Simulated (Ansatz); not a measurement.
## Frozen normal mode in TiO₂

Computed with DFT r2SCAN+U, scalar-relativistic, plane waves, PAW in Ansatz. The runs took a 500 eV cutoff, a Γ-centred 6×6×6 mesh and Gaussian smearing (0.05 eV). U_eff on d shells: Ti 4 eV. No spin polarisation. Energies are free energies at this smearing, counted from the undisturbed cell; pressure is positive in compression.

Zero of the scan (relaxed at this level):

```
Ti O
1.0
     2.68476   -2.68476   -0.02016
     2.68476    2.68476   -0.02016
    -2.64856    0.00000    4.85010
Ti O
2 4
Direct
  0.12499 0.87501 0.25000
  0.87501 0.12499 0.75000
  0.33113 0.08113 0.66227
  0.66887 0.91887 0.33773
  0.91887 0.66887 0.83773
  0.08113 0.33113 0.16227
```

A zone-centre mode of this cell is frozen in: each atom moves by x times its row below, so x is the largest displacement.
```
atom ux uy uz
 Ti1  -0.034  -0.026   0.000
 Ti2   0.034   0.026   0.000
  O3   0.000   0.180   0.000
  O4   0.000  -0.180   0.000
  O5  -0.696  -0.718   0.005
  O6   0.696   0.718  -0.005
```

| x (Å) | ΔE (meV/cell) | force along the mode (eV/Å) | pressure (GPa) | gap on the mesh (eV) |
| --- | --- | --- | --- | --- |
| -0.2000 | 1066.5 | 11.23 | 7.9 | 3.23 |
| -0.1000 | 255.8 | 5.19 | 1.9 | 3.16 |
| 0.0000 | 0.0 | 0.00 | 0.0 | 3.16 |
| 0.0250 | 15.8 | -1.26 | 0.1 | 3.15 |
| 0.0500 | 63.2 | -2.54 | 0.5 | 3.15 |
| 0.0750 | ? | ? | 1.1 | 3.15 |
| 0.1250 | 402.8 | -6.59 | 3.0 | 3.17 |
| 0.1500 | 585.6 | -8.05 | 4.4 | 3.19 |
| 0.1750 | 806.1 | ? | ? | 3.21 |

By symmetry 0.2000 repeats -0.2000, -0.1500 repeats 0.1500, 0.1000 repeats -0.1000, -0.0500 repeats 0.0500 in energy, with the opposite slope along the path.

Q: Give the withheld values.

A: ΔE (meV/cell) at x (Å) = 0.0750: 142.9; force along the mode (eV/Å) at x (Å) = 0.0750: -3.84; force along the mode (eV/Å) at x (Å) = 0.1750: -9.60; pressure (GPa) at x (Å) = 0.1750: 6.0.

Cost: 9 runs of about 6.3 core-minutes in all, on Arm Neoverse V2 (shared hosts).